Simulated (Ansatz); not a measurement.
Space group I4/mmm (No. 139). a = 8.911 Å, b = 8.911 Å, c = 5.215 Å, α = 90.00°, β = 90.00°, γ = 90.00°
```json
{"atom": "Si", "site": "8h", "symmetry": "m.2m", "x": "0.6769", "y": "0.6769", "z": "0.5000"}
{"atom": "O", "site": "8f", "symmetry": "..2/m", "x": "0.7500", "y": "0.7500", "z": "0.7500"}
{"atom": "O", "site": "8i", "symmetry": "m2m.", "x": "0.7089", "y": "0.5000", "z": "0.5000"}
```

Equation of state of this SiO2 structure (not necessarily the ground state), with shape and atoms relaxed at each volume where symmetry leaves them free. These are results of Ansatz 0.2.0, DFT LDA, scalar-relativistic, plane waves, PAW, not measurements.

Cutoff 420 eV; k points 6×6×6 on the computed 12-atom cell (Γ-centred); Gaussian smearing, width 0.02 eV; no spin polarisation.

```
V (Å³/atom) E − E(largest V) (meV/atom) P (GPa) gap on mesh (eV)
     15.182                        57.97    19.94              5.15
     15.699                         2.58    14.44              5.28
     16.217                       -35.27     9.15              5.34
     16.734                       -56.83     4.32              5.37
     17.252                       -63.68     0.00              5.35
     17.770                       -57.36    -3.83              5.28
     18.287                       -39.45    -7.18              5.18
     18.977                         0.00   -11.02              4.98
```

Question: Fit a third-order Birch–Murnaghan equation to E(V).

Answer: V0 = 17.26 Å³/atom, B0 = 134 GPa, B0' = 2.7.

This form isn't the usual stable structure of the compound.